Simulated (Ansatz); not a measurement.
Pd (Fm-3m)

Theory: DFT PBE, scalar-relativistic, plane waves, PAW in Ansatz 0.2.0.

Settings: cutoff 420 eV, Γ-centred mesh 18×18×18 on the computed 1-atom cell, Gaussian smearing of 0.10 eV; no spin polarisation.

The structure is relaxed at this level of theory with its symmetry kept.

```cif
data_structure
_symmetry_space_group_name_H-M 'Fm-3m'
_symmetry_Int_Tables_number 225
_cell_length_a 3.9424
_cell_length_b 3.9424
_cell_length_c 3.9424
_cell_angle_alpha 90.000
_cell_angle_beta 90.000
_cell_angle_gamma 90.000
_cell_volume 61.27
loop_
_atom_site_label
_atom_site_type_symbol
_atom_site_symmetry_multiplicity
_atom_site_Wyckoff_symbol
_atom_site_fract_x
_atom_site_fract_y
_atom_site_fract_z
_atom_site_occupancy
Pd1 Pd 4 a 0.00000 0.00000 0.00000 1
```

* Space group: Fm-3m (No. 225)
* Volume per atom: 103.4 bohr³
* Formation energy from the elements' standard states (uncorrected): 0.000 eV/atom
* Kohn–Sham band gap: none (metal)
* Density of states at the Fermi level: 2.45 states/eV per cell
* Löwdin character within 0.5 eV of the Fermi level: Pd 4d 93 %, unprojected 7 %
* Bulk modulus: 169 GPa
* Its pressure derivative: 5.5
* Bader charges (e): Pd (1 in the cell) 0.00